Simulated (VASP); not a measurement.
CeO:

```
Ce O
1.0
     0.00000    2.63318    2.63318
     2.63318    0.00000    2.63318
     2.63318    2.63318    0.00000
Ce O
1 1
Direct
  0.00000 0.00000 0.00000
  0.25000 0.25000 0.25000
```

The cell comes from a database or a generator and needn't be the stable form of this composition.

Base run:

| Quantity | Value |
| --- | --- |
| Program | VASP 6.6.1 |
| Functional | PBEsol |
| Potentials or basis | VASP PAW PBE potentials, release 64 (Ce, O) |
| Cutoff | 520 eV |
| k mesh | 6 × 6 × 6 |
| Occupations | gaussian, width 0.05 eV |
| Spin | collinear spin, ferromagnetic start |
| Starting moments | [1.0, 0.0] μB |
| Hubbard terms | Ce f U = 4 eV |

Its results: pressure 16.5 GPa; site moments Ce +1.25; O -0.02 μB.

Q: The run is repeated on the same cell with these changes: further incar settings from ALGO = Normal; EDIFF = 1e-07 to ALGO = Normal; EDIFF = 1e-06; NBANDS = 20; fixed moment from none to 1 μB. What comes out?

A: Pressure 17.0 GPa; site moments Ce +0.92; O -0.04 μB.

Caveats: the magnetic or orbital state may not be the lowest; the PAW data sets were made with another functional, which shifts forces and pressure a little; the total moment is fixed, so each spin has its own Fermi level (some runs).
